PBE makes the band gap of silicon carbide about 1 eV too small, and no single upward shift of its empty bands turns them into the bands of a hybrid functional. A shift that lifts the smallest PBE gap to the HSE06 value still leaves the direct gap 0.31 eV short of HSE06. The quarter of exact exchange in a hybrid does two different things. Its short-range part opens the smallest gap by 0.9 eV and also stretches the valence band by about a tenth, while its long-range part opens the gap further and almost evenly by about 0.7 eV, which in PBE0 is too much.

VASP 6.6.1 plane-wave DFT with the functional named in each row, for cubic SiC (F-43m) in one fixed two-atom cell with edges of 3.082 Å. All runs use the recommended VASP PAW PBE potentials, a 520 eV cutoff, a 10 × 10 × 10 k mesh and Gaussian smearing of 0.03 eV, without spin polarisation or spin–orbit coupling. Gaps are taken between levels at the mesh points.

```tsv
functional	gap on mesh (eV)	direct gap on mesh (eV)
PBE	1.357	4.542
PBEsol	1.233	4.443
HSE06	2.251	5.749
PBE0	2.951	6.462
TB-mBJ	2.345	5.526
```

The column "gap on mesh" is the distance from the highest filled level to the lowest empty one, wherever in the Brillouin zone each lies. In PBE, HSE06 and PBE0 the filled top is at the zone centre Γ and the empty bottom at the zone boundary point X. "Direct gap on mesh" is the smallest distance at one and the same point, and in these three rows that point is X. At Γ the PBE gap is 6.23 eV, far above the 4.54 eV at X, so the column must not be compared with an optical transition at the zone centre.

The table holds no measured gap, but a rough recalled value for the indirect gap of this cubic form is 2.4 eV. Against it PBE and PBEsol are low by more than 1 eV, and PBE0 is high by about 0.55 eV. HSE06 and TB-mBJ come within about 0.15 eV. The vibrations of the atoms, absent from the calculation, are expected to lower the real gap by something like 0.1 eV, so the fair target for still atoms lies a little above 2.4 eV. TB-mBJ is then the nearer of the two, but they differ by only 0.09 eV, too little to rank the methods on a single gap.

The failure of PBE can't be recognised by asking a similar functional for a second opinion. PBEsol gives a gap only 0.12 eV away from that of PBE, in the same cell, although both miss by roughly ten times as much. Their agreement shows a shared construction. Both build the exchange potential from the local density and its gradient, and both inherit the same fault.

That fault is a matter of principle. A gap is the cost of removing an electron from one place and adding it elsewhere, and the exact potential would jump by a constant when the first electron enters the empty bands. A semilocal functional has no such jump. PBE applies one local potential to filled and empty orbitals alike, and its level spacing lacks the part of the gap that the jump would add. Exact exchange, also called Fock exchange, does make the distinction, because an electron in a filled orbital belongs to the very set of electrons with which it exchanges.

A simple repair keeps the PBE bands and moves all the empty ones up by a constant. It is a sensible first step, and much better than multiplying all gaps by a common factor. With the factor fixed on the indirect gap, the predicted direct gap lies 1.8 eV above the HSE06 result, whereas the constant shift misses by only 0.31 eV. The correction thus behaves more like an added energy than like a percentage.

Yet the 0.31 eV that remains has a clear origin. For the three functionals with known band positions, the direct and the indirect gap end at the same empty level at X. Subtracting one from the other removes that level and leaves the drop of the highest filled band on its way from Γ to X. This drop is 3.185 eV in PBE and 3.498 eV in HSE06. No shift of the empty bands can change it, because it lies wholly within the filled ones.

The whole valence band shows the same stretching. From its lowest level at Γ to its top it spans 15.4 eV in PBE and 17.0 eV in HSE06, an increase of about 10%, and the drop from Γ to X grows by about 10% as well. The mismatch of the rigid shift is therefore a tenth of a 3 eV drop. A reader who knows how far a filled level lies below the valence top can estimate in this way how much a rigid shift will miss there.

Chemistry suggests why exact exchange at short range stretches bands. A band is wide when orbitals on neighbouring atoms couple strongly, here the s and p orbitals of silicon and carbon. Fock exchange adds to this coupling a term proportional to the bond order, the degree to which the two orbitals share electrons in phase. In a covalent crystal such as SiC the bond order between neighbours is large and the extra term has the same sign as the coupling already present. A semilocal potential acts on each point of space separately and contains no such term between two places.

A stronger coupling also drives bonding and antibonding levels apart, so it helps to open the gap while it widens the bands. At five points of high symmetry the step from PBE to HSE06 enlarges the vertical gap by between 1.2 and 1.5 eV. The indirect gap grows by only 0.9 eV, because it joins the two band edges and is spared most of the stretching. The results show this pattern directly, whereas the link to bond order is an argument from theory, and the calculation doesn't separate the stronger coupling from the other effects of exact exchange.

TB-mBJ shows how a good gap can hide this issue. It raises the indirect and the direct gap of PBE by almost the same amount, 0.99 and 0.98 eV, just as a rigid shift would. It too is a local potential, one designed and adjusted to give good gaps, and it has no Fock term to couple neighbouring atoms. The points at which its band edges and its direct gap occur aren't known here. If they are the same as in PBE, HSE06 and PBE0, the uppermost filled band keeps the PBE drop almost unchanged.

The sign of the disagreement is a useful warning. TB-mBJ has a larger indirect gap than HSE06, by 0.09 eV, but a smaller direct gap, by 0.22 eV. Two methods that differ by a mere overall error would keep their order in both columns. A change of order means that they disagree about the shape of the bands, and agreement on one gap can't settle which shape is right. The table has no reference for the direct gap, so that question stays open.

PBE0 fails in another way. It contains the same quarter of exact exchange as HSE06, but keeps it at all distances, whereas HSE06 fades it out over a few ångström. The valence band is hardly wider in PBE0 than in HSE06, by less than 0.1 eV. The vertical gaps at the five points all open further, by a nearly constant 0.71 to 0.78 eV. Long-range exchange thus acts much like the rigid shift that the short-range part refuses to be.

The size of this step can be estimated from the definition of the two functionals. The part of the exchange that PBE0 has and HSE06 lacks acts between two electrons at distance r with the strength

a e² erf(ωr)/r,

where a = 0.25 is the exchange fraction, ω = 0.2 Å⁻¹ sets the range, e is the electron charge and erf is the error function. This interaction varies slowly over a length 1/ω = 5 Å. In an insulator the exchange partner of an electron stays close to it, within about a bond length, which is 1.887 Å here. Over so short a distance the interaction is nearly constant and may be replaced by its value at r = 0.

A constant exchange interaction has a simple effect: it lowers every filled orbital by that constant and leaves every empty one where it is. The semilocal exchange that it replaces is a local potential, which moves filled and empty levels by similar amounts and so nearly drops out of the gap. With e² = 14.4 eV Å, the gap should therefore open by

2aωe²/√π = 2 × 0.25 × 0.2 × 14.4 / 1.77 ≈ 0.81 eV.

The calculated indirect gap opens by 0.70 eV, or 86% of the estimate. No constant was adjusted to the gaps in this table, since a and ω are part of the functionals. An overestimate is reasonable because the interaction does weaken somewhat across a bond, and because the local potential need not move both band edges equally. How much each of these contributes isn't known. The model also explains the evenness of the step, since a constant has no preference for one part of the zone.

It remains to say why this step is too large for the real crystal. At long range, exchange is weakened by the other electrons, which polarise and screen the interaction. The strength that survives is about one over the electronic dielectric constant. For SiC this constant is roughly 6.5, a recalled value, which leaves about 0.15 of the bare exchange where PBE0 uses 0.25. PBE0 thus treats distant electrons as if the crystal were less polarisable than it is, which widens the gap. This is expected to account for only part of the excess. If the step of 0.70 eV shrinks in proportion to the exchange fraction, a fraction of 0.15 takes back about 0.3 eV, roughly half of the 0.55 eV by which PBE0 lies above the recalled gap. The rest must have another source, which the table doesn't identify.

HSE06 errs in the opposite direction at long range, for it leaves no exact exchange there at all. Its good indirect gap is a compromise between a fixed quarter nearby and nothing far away, and not a sign that the screening of SiC has been calculated. The same reasoning tells what to expect elsewhere. The more polarisable a semiconductor, the less long-range exchange survives in it, and the more reason there is to distrust PBE0.

For practical work the choice depends on the quantity wanted. If only the indirect gap of SiC matters, HSE06, TB-mBJ or a shifted PBE band structure will serve about equally well, provided that the shift comes from a trustworthy source. If levels deep in the valence band or transitions far from the band edges matter, the shifted bands carry a further uncertainty. Seen here as the distance from HSE06, it is 0.31 eV for the direct gap and grows to about 1.6 eV at the bottom of the valence band. A quick test is to compare two different gaps between two methods. Unequal changes show that the bands differ in shape, while equal ones are only consistent with a shift, since other parts of the bands may still differ.
